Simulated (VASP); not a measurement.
# Si (Imma) in VASP: notebook, part 2 of 2

VASP 6.6.1.

## 5. Single point, LDA (strain -0.0400 x Voigt [0, 0, 0, 0, 1, 0], atoms carried along)

INCAR reads:

```
ALGO = Normal
EDIFF = 1E-7
ENCUT = 520
GGA = CA
ISIF = 2
ISMEAR = 0
LASPH = True
LCHARG = True
LELF = True
LREAL = False
LVHAR = True
LWAVE = False
NBANDS = 11
NELM = 80
PREC = Accurate
SIGMA = 0.05
```

KPOINTS reads:

```
k-points
0
Gamma
  10 10 10
```

POSCAR reads:

```
Si
1.0
   -0.0543094000      2.7154700000      2.7154700000
    2.6611606000      0.0000000000      2.6611606000
    2.7154700000      2.7154700000     -0.0543094000
Si
2
Direct
    0.5000000000      0.5000000000      0.5000000000
    0.7500000000      0.7500000000      0.7500000000
```

Potentials or basis: VASP PAW LDA potentials, release 64 (Si).

Started as:

```
$ cat potpaw_LDA.64/Si/POTCAR > POTCAR
$ mpirun -np 1 vasp_std > vasp.out
```

OUTCAR:

```text
EDIFF = 1E-7
   ENCUT = 520
   GGA = CA
   ISIF = 2
   ISMEAR = 0
   LASPH = True
   LREAL = False
   NELM = 80
   PREC = Accurate

 ion  position               nearest neighbor table
   1  0.500  0.500  0.500-   2 2.32   2 2.32   2 2.38   2 2.38
   2  0.750  0.750  0.750-   1 2.32   1 2.32   1 2.38   1 2.38

  LATTYP: Found a body centered orthorhombic cell.
 ALAT       =     3.7634494122
 B/A-ratio  =     1.0408163265
 C/A-ratio  =     1.4430750636

  Lattice vectors:

 A1 = (   2.7154700000,  -2.7154700000,  -0.0543094000)
 A2 = (  -2.7154700000,  -2.7154700000,   0.0543094000)
 A3 = (   0.0543094000,   2.7154700000,  -2.7154700000)

Analysis of symmetry for initial positions (statically):
=====================================================================
 Subroutine PRICEL returns:
 Original cell was already a primitive cell.

 Routine SETGRP: Setting up the symmetry group for a
 body centered orthorhombic supercell.

 Subroutine GETGRP returns: Found  8 space group operations
 (whereof  4 operations were pure point group operations)
 out of a pool of  8 trial point group operations.

The static configuration has the point symmetry C_2v.
 The point group associated with its full space group is D_2h.

Analysis of symmetry for dynamics (positions and initial velocities):
=====================================================================
 Subroutine PRICEL returns:
 Original cell was already a primitive cell.

 Routine SETGRP: Setting up the symmetry group for a
 body centered orthorhombic supercell.

 Subroutine GETGRP returns: Found  8 space group operations
 (whereof  4 operations were pure point group operations)
 out of a pool of  8 trial point group operations.

The dynamic configuration has the point symmetry C_2v.
 The point group associated with its full space group is D_2h.

 Subroutine INISYM returns: Found  8 space group operations
 (whereof  4 operations are pure point group operations),
 and found     1 'primitive' translations
[... 117 lines left out ...]
  Fermi-wavevector in a.u.,A,eV,Ry     =   0.957138  1.808728 12.464467  0.916112
  Thomas-Fermi vector in A             =   2.086129
   LORBIT       =      0    0 simple, 1 ext, 2 COOP (PROOUT), +10 PAW based schemes
   GGA     = CA    functional components
   LHFCALC =     F    Hartree Fock is set to
   AEXX    =    0.0000 exact exchange contribution
   IVDW    =     0    specifies the selected vdW correction
   LEPSILON=     F    determine dielectric tensor
   LRPA    =     F    only Hartree local field effects (RPA)
 non-spin polarized calculation
 Gauss-broadening in eV      SIGMA  =   0.05
  energy-cutoff  :      520.00
  volume of cell :       40.03
 maximum number of plane-waves:      1095
 NGX is ok and might be reduce to    30
   NGX = 15   NGY = 13   NGZ = 15

 number of electron       8.0000000 magnetization

 Free energy of the ion-electron system (eV)
  ---------------------------------------------------
  ext. energy  EPLUGINS =         0.00000000
  ---------------------------------------------------
  free energy    TOTEN  =       -11.89620519 eV

  energy without entropy =      -11.89620519  energy(sigma->0) =      -11.89620519

 E-fermi :   5.9898     XC(G=0):  -9.6064

 val. band max:        5.8244773143   @ k =   0.0000   0.0000   0.0000
 cond. band min:       6.1549845500   @ k =   0.5000   0.0000   0.5000
 fundamental gap:      0.3305072358
 Fermi energy:         5.9898319086

 k-point     1 :       0.0000    0.0000    0.0000
  band No.  band energies     occupation
      1      -6.1902      2.00000
      2       5.7310      2.00000
      3       5.7594      2.00000
      4       5.8245      2.00000
      5       7.9964      0.00000
      6       8.1095      0.00000
      7       8.6086      0.00000
      8       9.1733      0.00000
      9      13.4719      0.00000
     10      13.5035      0.00000
     11      13.5179      0.00000
[... 309 lines left out ...]
 k-point    24 :      -0.3000    0.2000   -0.0000
  band No.  band energies     occupation
      1      -4.1544      2.00000
      2       0.0240      2.00000
      3       2.3616      2.00000
      4       4.4869      2.00000
      5       8.1730      0.00000
      6      10.2058      0.00000
      7      10.5001      0.00000
      8      12.1545      0.00000
      9      12.5806      0.00000
     10      15.3050      0.00000
     11      17.6602      0.00000

 [... further k-points ...]
[... 5 lines left out ...]
  --------------------------------------------------------------------------------------
  -------------------------------------------------------------------------------------
  Total       -0.3121846     -0.3277898     -0.3121846      0.0000000      0.0000000      1.0114613
  in kB      -12.4948435    -13.1194248    -12.4948435      0.0000000      0.0000000     40.4826184
  external PRESSURE =     -12.7030372 kB  Pullay stress =       0.0000000 kB

 VOLUME and BASIS-vectors are now :
 -----------------------------------------------------------------------------
  energy-cutoff  :      520.00
  volume of cell :       40.03
      direct lattice vectors                 reciprocal lattice vectors
    -0.054309400  2.715470000  2.715470000    -0.180519792  0.184130187  0.180519792
     2.661160600  0.000000000  2.661160600     0.187887946 -0.184130187  0.187887946
     2.715470000  2.715470000 -0.054309400     0.180519792  0.184130187 -0.180519792

 POSITION                                       TOTAL-FORCE (eV/Angst)
 -----------------------------------------------------------------------------------
      2.66116      2.71547      2.66116         0.000000     -0.371909      0.000000
      3.99174      4.07320      3.99174        -0.000000      0.371909     -0.000000
 -----------------------------------------------------------------------------------
    total drift:                                0.000000     -0.000000     -0.000000

  FREE ENERGIE OF THE ION-ELECTRON SYSTEM (eV)
  ---------------------------------------------------
  free  energy   TOTEN  =       -11.8962051940 eV

  energy  without entropy=      -11.8962051930  energy(sigma->0) =      -11.89620519
```

OSZICAR:

```text
N       E                     dE             d eps       ncg     rms          rms(c)
DAV:   1     0.734734747534E+01    0.73473E+01   -0.33307E+03  3770   0.590E+02
DAV:   2    -0.115738588108E+02   -0.18921E+02   -0.18167E+02  5093   0.863E+01
DAV:   3    -0.121575296324E+02   -0.58367E+00   -0.58242E+00  4816   0.135E+01
DAV:   4    -0.121620465960E+02   -0.45170E-02   -0.45163E-02  4571   0.151E+00
DAV:   5    -0.121620936554E+02   -0.47059E-04   -0.47058E-04  4788   0.143E-01    0.502E+00
DAV:   6    -0.119787472769E+02    0.18335E+00   -0.10691E-01  4282   0.131E+00    0.300E+00
DAV:   7    -0.118960526023E+02    0.82695E-01   -0.18937E-01  4362   0.180E+00    0.238E-01
DAV:   8    -0.118962252639E+02   -0.17266E-03   -0.89252E-03  4309   0.533E-01    0.106E-01
DAV:   9    -0.118962001193E+02    0.25145E-04   -0.29887E-04  4594   0.948E-02    0.647E-02
DAV:  10    -0.118962051865E+02   -0.50672E-05   -0.25066E-05  4428   0.278E-02    0.683E-03
DAV:  11    -0.118962052057E+02   -0.19158E-07   -0.16641E-06  4581   0.685E-03    0.469E-03
DAV:  12    -0.118962051940E+02    0.11711E-07   -0.16844E-07  3576   0.229E-03
   1 F= -.11896205E+02 E0= -.11896205E+02  d E =-.101811E-08
```

Run time: 47 s. Hardware: 1 thread of Intel Xeon Platinum 8488C (Sapphire Rapids), shared host; peak memory 0.17 GiB.

Results:

* Free energy: -11.8962 eV
* Pressure: -1.3 GPa
* Largest force: 0.372 eV/Å
* Band gap on the k mesh: 0.33 eV, indirect (least direct gap 2.17 eV)

Forces on the atoms (eV/Å):
```
Si   0.000 -0.372  0.000
Si   0.000  0.372  0.000
```

## 6. Overview

| cell | gap on the mesh (eV) | pressure (GPa) | largest force (eV/Å) |
| --- | --- | --- | --- |
| strain +0.0350 x Voigt [0, 0, 0, 0, 1, 0], atoms carried along | 0.36 | -1.3 | 0.33 |
| strain +0.0050 x Voigt [0, 0, 0, 0, 1, 0], atoms carried along | 0.47 | -1.5 | 0.05 |
| strain -0.0200 x Voigt [0, 0, 0, 0, 1, 0], atoms carried along | 0.44 | -1.4 | 0.19 |
| strain -0.0400 x Voigt [0, 0, 0, 0, 1, 0], atoms carried along | 0.33 | -1.3 | 0.37 |

Alike in all rows: task single point; level LDA; potentials or basis VASP PAW LDA potentials, release 64 (Si); no spin polarisation; k mesh 10 × 10 × 10; cutoff (eV) 520; smearing gaussian 0.05 eV.

Total energies depend on the potentials used, so only differences within one code and one set of settings carry meaning.
